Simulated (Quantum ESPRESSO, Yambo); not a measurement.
# BN (P6_3/mmc): G0W0 in Yambo against the screening cutoff, part 2 of 2

How does the gap of BN (P6_3/mmc) converge in the screening cutoff?

Yambo 5.3.0; PBE and many-body steps on it, plane waves. Known limits of the many-body steps: not at the basis limit; coarse k mesh.

So far. Step 2 (3.25 Ha): The gap on the mesh goes from 4.31 eV to 5.55 eV, a correction of +1.24 eV. Step 3 (5.25 Ha): Against the run before, the gap moves by +0.109 eV.

## Step 4: 10.5 Ha

Level of this step: G0W0 on PBE, plane waves, norm-conserving pseudopotentials (Yambo).

Input file gw9.in:

```
HF_and_locXC
gw0
dyson
ppa
em1d
rim_cut
RandQpts= 1000000
RandGvec= 1 RL
EXXRLvcs= 72 Ry
VXCRLvcs= 288 Ry
Chimod= "HARTREE"
% BndsRnXp
 1 | 115 |
%
NGsBlkXp= 21 Ry
% LongDrXp
 1 | 1 | 1 |
%
% GbndRnge
 1 | 115 |
%
DysSolver= "n"
ExtendOut
PPAPntXp= 27.21138 eV
% QPkrange
 14 | 14 | 7 | 10 |
 7 | 7 | 7 | 10 |
 1 | 1 | 7 | 10 |
%
```

Run with:

```console
> OMP_NUM_THREADS=1 mpirun -n 4 yambo -F gw9.in -J gw9 -C gw9 > gw9.log
```

The program printed:

```text
 Yambo, version 5.3.0

 [02] CORE Variables Setup
 =========================

  [... cell, symmetries and grids as in the set-up ...]

  [02.05] Energies & Occupations
  ==============================

  [X] === General ===
  [X] Electronic Temperature                        :  0.000000  0.000000 [eV K]
  [X] Bosonic    Temperature                        :  0.000000  0.000000 [eV K]
  [X] Finite Temperature mode                       : no
  [X] El. density                                   :  0.44236E+24 [cm-3]
[...]
QP @ state[ 2 ] b range                          :   7  10
   QP @ state[ 3 ] K range                          :  14  14
   QP @ state[ 3 ] b range                          :   7  10
   GF energies kind                                 : Perdew, Burke & Ernzerhof(X)+Perdew, Burke & Ernzerhof(C)
   GF WF`s kind                                     : Perdew, Burke & Ernzerhof(X)+Perdew, Burke & Ernzerhof(C)
   Xs energies kind                                 : Perdew, Burke & Ernzerhof(X)+Perdew, Burke & Ernzerhof(C)
   Xs WF`s kind                                     : Perdew, Burke & Ernzerhof(X)+Perdew, Burke & Ernzerhof(C)

 [11] Game Over & Game summary
```

Run time: 4.1 min. Hardware: 4 MPI ranks of Arm Neoverse V1, shared host; peak memory 1.5 GiB; 16 min of CPU time.

This step gave:

| Quantity | Value |
| --- | --- |
| G0W0 gap on the points computed | 5.687 eV |
| starting gap on the mesh | 4.314 eV |
| k of the valence top | 0.3333, 0.3333, -0.5 |
| k of the conduction bottom | 0, -0.5, 0 |
| least direct G0W0 gap on the computed points | 6.165 eV |

Against the run before, the gap moves by +0.027 eV.

## Step 5: 13 Ha

gw10.in, as its differences from gw9.in of step 4:

```diff
@@ -14,3 +14,3 @@
 %
-NGsBlkXp= 21 Ry
+NGsBlkXp= 26 Ry
 % LongDrXp
```

Run with:

```console
> OMP_NUM_THREADS=1 mpirun -n 4 yambo -F gw10.in -J gw10 -C gw10 > gw10.log
```

The program printed:

```text
 Yambo, version 5.3.0

 [02] CORE Variables Setup
 =========================

  [... cell, symmetries and grids as in the set-up ...]

  [02.05] Energies & Occupations
  ==============================

  [X] === General ===
  [X] Electronic Temperature                        :  0.000000  0.000000 [eV K]
  [X] Bosonic    Temperature                        :  0.000000  0.000000 [eV K]
  [X] Finite Temperature mode                       : no
  [X] El. density                                   :  0.44236E+24 [cm-3]
[...]
QP @ state[ 2 ] b range                          :   7  10
   QP @ state[ 3 ] K range                          :  14  14
   QP @ state[ 3 ] b range                          :   7  10
   GF energies kind                                 : Perdew, Burke & Ernzerhof(X)+Perdew, Burke & Ernzerhof(C)
   GF WF`s kind                                     : Perdew, Burke & Ernzerhof(X)+Perdew, Burke & Ernzerhof(C)
   Xs energies kind                                 : Perdew, Burke & Ernzerhof(X)+Perdew, Burke & Ernzerhof(C)
   Xs WF`s kind                                     : Perdew, Burke & Ernzerhof(X)+Perdew, Burke & Ernzerhof(C)

 [11] Game Over & Game summary
```

The job ended after 7.5 min (4 MPI ranks; peak memory 1.5 GiB).

This step gave:

```yaml
g0w0_gap_on_the_points_computed: 5.690 eV
starting_gap_on_the_mesh: 4.314 eV
k_of_the_valence_top: 0.3333, 0.3333, -0.5
k_of_the_conduction_bottom: 0, -0.5, 0
least_direct_g0w0_gap_on_the_computed_points: 6.167 eV
```

Against the run before, the gap moves by +0.003 eV.

## Step 6: 16.25 Ha

gw11.in, as its differences from gw10.in of step 5:

```diff
@@ -14,3 +14,3 @@
 %
-NGsBlkXp= 26 Ry
+NGsBlkXp= 32.5 Ry
 % LongDrXp
```

Run with:

```console
> OMP_NUM_THREADS=1 mpirun -n 4 yambo -F gw11.in -J gw11 -C gw11 > gw11.log
```

The program printed:

```text
 Yambo, version 5.3.0

 [02] CORE Variables Setup
 =========================

  [... cell, symmetries and grids as in the set-up ...]

  [02.05] Energies & Occupations
  ==============================

  [X] === General ===
  [X] Electronic Temperature                        :  0.000000  0.000000 [eV K]
  [X] Bosonic    Temperature                        :  0.000000  0.000000 [eV K]
  [X] Finite Temperature mode                       : no
  [X] El. density                                   :  0.44236E+24 [cm-3]
[...]
QP @ state[ 2 ] b range                          :   7  10
   QP @ state[ 3 ] K range                          :  14  14
   QP @ state[ 3 ] b range                          :   7  10
   GF energies kind                                 : Perdew, Burke & Ernzerhof(X)+Perdew, Burke & Ernzerhof(C)
   GF WF`s kind                                     : Perdew, Burke & Ernzerhof(X)+Perdew, Burke & Ernzerhof(C)
   Xs energies kind                                 : Perdew, Burke & Ernzerhof(X)+Perdew, Burke & Ernzerhof(C)
   Xs WF`s kind                                     : Perdew, Burke & Ernzerhof(X)+Perdew, Burke & Ernzerhof(C)

 [11] Game Over & Game summary
```

Wall time 14 min (4 MPI ranks); peak memory 1.6 GiB; 54 min of CPU time.

Numbers from this step:

* G0W0 gap on the points computed: 5.691 eV
* starting gap on the mesh: 4.314 eV
* k of the valence top: 0.3333, 0.3333, -0.5
* k of the conduction bottom: 0, -0.5, 0
* least direct G0W0 gap on the computed points: 6.168 eV

Against the run before, the gap moves by +0.001 eV.

## Step 7: Side by side

Times are wall times on 4 MPI ranks of Arm Neoverse V1, shared host. The host was busy with other work, so they are no guide to cost.

```
     run   mesh  bands  screening cutoff (eV)  DFT gap (eV)  gap on the mesh (eV)  direct (eV)     time
 3.25 Ha  6×6×2    115                   88.4         4.314                 5.551        6.055     40 s
 5.25 Ha  6×6×2    115                  142.9         4.314                 5.661        6.141     66 s
 10.5 Ha  6×6×2    115                  285.7         4.314                 5.687        6.165  4.1 min
   13 Ha  6×6×2    115                  353.7         4.314                 5.690        6.167  7.5 min
16.25 Ha  6×6×2    115                  442.2         4.314                 5.691        6.168   14 min
```

## Step 8: Outcome

* 3.25 Ha: 5.551 eV
* 5.25 Ha: 5.661 eV
* 10.5 Ha: 5.687 eV
* 13 Ha: 5.690 eV
* 16.25 Ha: 5.691 eV
* known limits: not at the basis limit; coarse k mesh

What this shows: The setting moved: screening cutoff. From 3.25 Ha to 16.25 Ha the gap moves by +0.14 eV, for 20 times the time. It holds to 0.03 eV from 10.5 Ha on. Bands and screening cutoff are coupled, so a series along one setting does not show full convergence. Bands and cutoff are finite, so the gap is not at the basis limit. The miss can reach some tenths of an eV and take either sign; the mesh is an error of its own. In the G0W0 runs levels were corrected at 3 k points alone, so a gap called «on the mesh» is the least over those, and an edge elsewhere would be missed. The 6×6×2 mesh is coarse for this cell, which bears on the long-range parts of exchange and screening.

[Paths, hosts, dates, memory and timing lines, banners, echoed tables and standing remarks are left out of the program output.]

[Logs are printed without paths, hosts, clocks, repeated set-up lines and the standing remarks that a program may print on its own settings, such as how far it seeks lower states.]

[Runs of the session that timed out or met a known fault of the program may be left out.]

[Hosts, paths, dates, database ids (printed as entryN), source tags and the programs' standing remarks are cut or masked in the printed files.]
